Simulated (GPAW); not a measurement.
The system is SiNi3.

```
CELL_PARAMETERS angstrom
3.54200 0.00000 0.00000
0.00000 3.54200 0.00000
0.00000 0.00000 3.54200
ATOMIC_POSITIONS crystal
Ni 0.50000 0.50000 0.00000
Ni 0.50000 0.00000 0.50000
Ni 0.00000 0.50000 0.50000
Si 0.00000 0.00000 0.00000
```

* Program: GPAW 26.7.0
* Task: relaxation of cell and atoms
* Functional: PBEsol
* Potentials or basis: PAW data sets generated in the run's folder for this functional
* Cutoff: 600 eV
* Basis: pw
* k mesh: 6 × 6 × 6
* Occupations: fermi-dirac, width 0.05 eV
* Spin: collinear spin, ferromagnetic start
* Starting moments: [1.0, 1.0, 1.0, 0.0] μB

At the start: pressure -12.0 GPa; volume 11.11 Å³/atom.

Task: Where does the relaxation end?

Result: Over 4 steps the energy falls by 24.1 meV/atom and the volume is 10.50 Å³/atom (-5.5 %); space group Pm-3m (No. 221, to 0.05 Å); moment 0.00 μB per cell.

Step by step:
| step | energy change (eV) | largest force (eV/Å) | pressure (GPa) | volume (Å³) |
| --- | --- | --- | --- | --- |
| 1 | 0.0000 | 0.0000 | -11.96 | 44.44 |
| 2 | -0.0274 | 0.0000 | -10.30 | 44.04 |
| 3 | -0.0957 | 0.0000 | 0.98 | 41.82 |
| 4 | -0.0963 | 0.0000 | -0.06 | 42.00 |

Final structure:
```xyz
4
Lattice="3.4761 0.0000 0.0000 0.0000 3.4761 0.0000 0.0000 0.0000 3.4761" Properties=species:S:1:pos:R:3 pbc="T T T"
Ni    1.7381    1.7381    0.0000
Ni    1.7381    0.0000    1.7381
Ni    0.0000    1.7381    1.7381
Si    0.0000    0.0000    0.0000
```

Caveat: each step starts from the last one's moments, so a moment once lost doesn't come back; the stock nickel data set gives pressures a few GPa off other programs; later steps reuse the first step's grids.
